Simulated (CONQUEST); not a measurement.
GaP under changes of volume

One of the cells (20.240 Å³/atom); the others are scaled copies at fixed shape and fractional positions:

```
Ga P
1.0
     3.85409    0.00000    0.00000
     0.00000    3.85409    0.00000
     0.00000    0.00000    5.45050
Ga P
2 2
Direct
  0.00000 0.00000 0.00000
  0.50000 0.50000 0.50000
  0.00000 0.50000 0.25000
  0.50000 0.00000 0.75000
```

- Program: CONQUEST 1.3
- Functional: PBE
- Potentials or basis: PseudoDojo NC PBE, DZ, grid of 36 × 36 × 60 points
- k mesh: 7 × 7 × 5
- Occupations: fermi-dirac, width 0.05 eV
- Spin: no spin polarisation

| volume (Å³/atom) | energy over the lowest point (meV/atom) | pressure (GPa) | gap on the mesh (eV) |
| --- | --- | --- | --- |
| 19.026 | ? | ? | ? |
| 19.431 | 53.39 | 9.2 | 2.14 |
| 19.836 | 32.82 | 7.1 | 1.99 |
| 20.240 | 17.35 | 5.0 | 1.81 |
| 20.645 | 7.52 | 2.9 | 1.63 |
| 21.050 | 2.03 | 1.5 | 1.46 |
| 21.455 | 0.00 | 0.1 | 1.30 |

Problem. What does the run at 19.026 Å³/atom give?

Solution. Energy over the lowest point 79.64 meV/atom; pressure 11.6 GPa; gap on the mesh 2.11 eV.

Worked out: A Birch-Murnaghan fit of order 3 (a polynomial in V^(-2/3)) to the other rows has its minimum at 21.47 Å³/atom, just outside them, with B0 = V·E''(V) = 69 GPa and B' = 6.6. It gives 80.95 meV/atom at 19.026 Å³/atom, against the run's 79.64, and -dE/dV = 12.3 GPa, against 11.6. A parabola through the other rows of the gap, of slope -7.92 eV per unit of ln V there, extrapolates to 2.32 eV, against the run's 2.11.

Energies are extrapolated to zero smearing.

Caveats: the atomic basis is small; an odd mesh through Γ misses points on the zone boundary, where band edges often lie; the basis of atomic orbitals isn't converged, which shifts pressures, moduli and gaps; the real-space grid breaks the cell's symmetry a little (some runs). Spin-orbit coupling on Ga is left out.
